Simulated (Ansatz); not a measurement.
# Sn in Ansatz: the effect of functional

Sn:

```xyz
1
Lattice="-1.7150 1.7636 2.3226 1.7150 -1.7636 2.3226 1.7150 1.7636 -2.3226" Properties=species:S:1:pos:R:3 pbc="T T T"
Sn    0.0000    0.0000    0.0000
```

This isn't the form of Sn at room conditions, which is tetragonal (white tin).

The cell isn't the ideal one: volume scaled by 0.98.

Alike in all runs:

| Item | Value |
| --- | --- |
| Program | Ansatz 0.2.0 |
| Task | single point |
| Potentials or basis | Ansatz PAW |
| k mesh | 11 × 11 × 11 |
| Occupations | fermi-dirac, width 0.05 eV |
| Spin | no spin polarisation |

```tsv
functional	cutoff	pressure (GPa)
LDA	420 eV (not typed: the program's choice for these potentials)	-4.0
PBEsol	420 eV (not typed: the program's choice for these potentials)	-2.8
r2SCAN	500 eV (not typed: the program's choice for these potentials)	?
```

Q: What does the run with functional r2SCAN give?

A: Pressure -1.3 GPa.

Caveats: the PAW data sets come from PBE, with cores solved anew for the run's functional, which leaves a small shift of forces and pressure.
